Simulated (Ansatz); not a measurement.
Ti under changes of volume

One of the cells (17.636 Å³/atom); the others are scaled copies at fixed shape and fractional positions:

```
Ti
1.0
     2.95000    0.00000    0.00000
    -1.47500    2.55477    0.00000
     0.00000    0.00000    4.68000
Ti
2
Direct
  0.66667 0.33333 0.75000
  0.33333 0.66667 0.25000
```

| Quantity | Value |
| --- | --- |
| Program | Ansatz 0.2.0 |
| Functional | HISS |
| Potentials or basis | Ansatz PAW |
| Cutoff | 420 eV (not typed: the program's choice for these potentials) |
| k mesh | 5 × 5 × 3 |
| Occupations | fermi-dirac, width 0.05 eV |
| Spin | no spin polarisation |

```tsv
volume (Å³/atom)	energy over the lowest point (meV/atom)	pressure (GPa)
16.577	5.26	3.9
16.930	0.00	1.0
17.283	1.08	-1.7
17.636	8.03	-4.2
17.988	20.29	-6.5
18.341	37.34	-8.5
18.694	?	?
```

Question: What does the run at 18.694 Å³/atom give?

Answer: Energy over the lowest point 58.70 meV/atom; pressure -10.4 GPa.

Worked out: A Birch-Murnaghan fit of order 3 (a polynomial in V^(-2/3)) to the other rows has its minimum at 17.04 Å³/atom with B0 = V·E''(V) = 136 GPa and B' = 3.5 at fixed shape and positions, which overstates the stiffness. It gives 58.84 meV/atom at 18.694 Å³/atom, against the run's 58.70, and -dE/dV = -10.7 GPa, against -10.4.

Energies are extrapolated to zero smearing.

Caveats: all runs use coarse meshes; the PAW data sets come from PBE, with cores solved anew for the run's functional, which leaves a small shift of forces and pressure; the thresholds are loose for stress.
